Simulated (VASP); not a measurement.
Input of a VASP 6.6.1 run:

File INCAR:

```
  PREC = Accurate
  ENCUT = 520
  EDIFF = 1E-6
  ISMEAR = 0
  SIGMA = 0.02
  LREAL = False
  LASPH = True
  NELM = 80
  ALGO = Normal
  ISIF = 2
  LWAVE = False
  LCHARG = False
  METAGGA = R2SCAN
  LMIXTAU = True
  NBANDS = 16
```

File KPOINTS:

```
regular mesh
0
Gamma
  10 10 10
```

POSCAR

```
GaN
1.0
    0.0000000000      2.1352350000      2.1352350000
    2.1352350000      0.0000000000      2.1352350000
    2.1352350000      2.1352350000      0.0000000000
Ga N
1 1
Direct
    0.0000000000      0.0000000000      0.0000000000
    0.5000000000      0.5000000000      0.5000000000
```

KPOINTS_OPT

```
path GXWKGLUWLK,UX
15
line-mode
reciprocal
 0.0000000000  0.0000000000  0.0000000000  G
 0.5000000000  0.0000000000  0.5000000000  X

 0.5000000000  0.0000000000  0.5000000000  X
 0.5000000000  0.2500000000  0.7500000000  W

 0.5000000000  0.2500000000  0.7500000000  W
 0.3750000000  0.3750000000  0.7500000000  K

 0.3750000000  0.3750000000  0.7500000000  K
 0.0000000000  0.0000000000  0.0000000000  G

 0.0000000000  0.0000000000  0.0000000000  G
 0.5000000000  0.5000000000  0.5000000000  L

 0.5000000000  0.5000000000  0.5000000000  L
 0.6250000000  0.2500000000  0.6250000000  U

 0.6250000000  0.2500000000  0.6250000000  U
 0.5000000000  0.2500000000  0.7500000000  W

 0.5000000000  0.2500000000  0.7500000000  W
 0.5000000000  0.5000000000  0.5000000000  L

 0.5000000000  0.5000000000  0.5000000000  L
 0.3750000000  0.3750000000  0.7500000000  K

 0.6250000000  0.2500000000  0.6250000000  U
 0.5000000000  0.0000000000  0.5000000000  X
```

Potentials or basis: VASP PAW PBE potentials, release 64 (Ga_d, N).

Command:

```console
$ cat potpaw_PBE.64/Ga_d/POTCAR potpaw_PBE.64/N/POTCAR > POTCAR
$ mpirun -np 1 vasp_std > vasp.out
```

Question: Estimate the pressure.

Answer: -7.4 GPa.

Question: What does it give for the band gap along the path?

Answer: 0.89 eV, indirect (least direct gap 2.92 eV).

Question: Predict the band gap on the k mesh.

Answer: 0.92 eV, indirect (least direct gap 2.92 eV).

Levels at the corners of the path, in eV from the valence-band top:
| point | band 7 | band 8 | band 9 | band 10 | band 11 | band 12 |
| --- | --- | --- | --- | --- | --- | --- |
| Γ | -0.49 | -0.49 | -0.49 | 2.42 | 15.26 | 15.26 |
| X | -6.99 | -3.01 | -3.01 | 0.89 | 8.45 | 12.72 |
| X | -6.99 | -3.01 | -3.01 | 0.89 | 8.45 | 12.72 |
| W | -5.25 | -5.25 | -4.52 | 5.42 | 10.39 | 11.04 |
| W | -5.25 | -5.25 | -4.52 | 5.42 | 10.39 | 11.04 |
| K | -6.04 | -5.65 | -2.09 | 3.52 | 9.59 | 11.93 |
| K | -6.04 | -5.65 | -2.09 | 3.52 | 9.59 | 11.93 |
| Γ | -0.49 | -0.49 | -0.49 | 2.42 | 15.26 | 15.26 |
| Γ | -0.49 | -0.49 | -0.49 | 2.42 | 15.26 | 15.26 |
| L | -8.19 | -0.18 | -0.18 | 5.22 | 9.62 | 9.62 |
| L | -8.19 | -0.18 | -0.18 | 5.22 | 9.62 | 9.62 |
| U | -6.04 | -5.65 | -2.09 | 3.52 | 9.59 | 11.93 |
| U | -6.04 | -5.65 | -2.09 | 3.52 | 9.59 | 11.93 |
| W | -5.25 | -5.25 | -4.52 | 5.42 | 10.39 | 11.04 |
| W | -5.25 | -5.25 | -4.52 | 5.42 | 10.39 | 11.04 |
| L | -8.19 | -0.18 | -0.18 | 5.22 | 9.62 | 9.62 |
| L | -8.19 | -0.18 | -0.18 | 5.22 | 9.62 | 9.62 |
| K | -6.04 | -5.65 | -2.09 | 3.52 | 9.59 | 11.93 |
| U | -6.04 | -5.65 | -2.09 | 3.52 | 9.59 | 11.93 |
| X | -6.99 | -3.01 | -3.01 | 0.89 | 8.45 | 12.72 |

Caveat: the PAW data sets were made with another functional, which shifts forces and pressure a little. r2SCAN opens gaps a little over a GGA but as a rule still falls short of measured ones.
